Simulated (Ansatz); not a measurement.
Input of an Ansatz 0.2.0 run:

Contents of input.yaml:

```yaml
crystal:
  lattice:
    - [0.0, 1.9609, 1.9609]
    - [1.9609, 0.0, 1.9609]
    - [1.9609, 1.9609, 0.0]
  atoms:
    - { symbol: Pt, position: [0.0, 0.0, 0.0] }
hamiltonian:
  xc: lda
  pseudopotentials: { kind: paw_fr }
  hubbard:
    sites: [{ species: Pt, l: d, u_eff: 2.0 }]
    projectors: all-electron-atomic
magnetization:
  noncollinear: true
  spin_orbit: true
kpoints:
  mp_grid: { grid: [12, 12, 12] }
scf:
  occupations: { method: fermi_dirac, width: 0.15 }
output:
  forces: true
  stress: true
relax:
  f_tol: 0.01
  max_steps: 40
  cell: { stress_tol: 0.05 }
```

Potentials or basis: Ansatz PAW.

Launch:

```sh
$ ansatz run input.yaml --threads 1 --pin off --max-ram 2560MiB --backend cpu --events-out ev --progress --plain --runs-dir out
```

Predict the space group after relaxing (to 0.05 Å).

Fm-3m (No. 225).

What does it give for the relaxed cell?

a = 2.750 Å, b = 2.750 Å, c = 2.750 Å, α = 60.00°, β = 60.00°, γ = 60.00°.

What does it give for the relaxed volume?

14.70 Å³/atom.

Step by step:
| step | energy change (eV) | largest force (eV/Å) | volume (Å³) |
| --- | --- | --- | --- |
| 1 | 0.0000 | 0.0000 | 15.08 |
| 2 | -0.0086 | 0.0000 | 14.74 |
| 3 | -0.0087 | 0.0000 | 14.70 |
| 4 | -0.0085 | 0.0000 | 14.70 |

Caveat: the plane-wave basis is chosen anew once the cell has moved, so the energies of steps on either side of that aren't comparable; the PAW data sets come from PBE, with cores solved anew for the run's functional, which leaves a small shift of forces and pressure; the U is typed as a test and isn't derived for this compound. LDA usually gives volumes a few per cent too small.
